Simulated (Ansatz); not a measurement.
Runs of Ansatz 0.2.0 on Tl. The structure is hexagonal, space group P6_3/mmc (No. 194). The conventional cell has a = 3.509 Å, b = 3.509 Å, c = 11.266 Å, α = 90.00°, β = 90.00°, γ = 120.00°. Tl (site symmetry -6m2) has 12 Tl at 3.47 to 3.51 Å as nearest neighbours. Tl (site symmetry -3m) is surrounded by 12 Tl at 3.47 to 3.51 Å. 

| task | level | cutoff (eV) | basis error allowed | pressure (GPa) |
| --- | --- | --- | --- | --- |
| band structure | LDA | 147 | 0.002 eV/atom | -3.3 |
| band structure | PBE | 147 | 0.002 eV/atom | (a) |
| band structure | PBEsol | 147 | 0.002 eV/atom | -1.7 |
| single point | PBEsol | 160 | 0.001 eV/atom | -1.7 |

Alike in all rows: potentials or basis all-electron LAPW, scalar-relativistic; no spin polarisation; cell as given; k mesh 9 × 9 × 3; smearing fermi-dirac 0.05 eV.

Fill in the values left out.

(a) 1.2.

Not every run made on this cell is shown here.
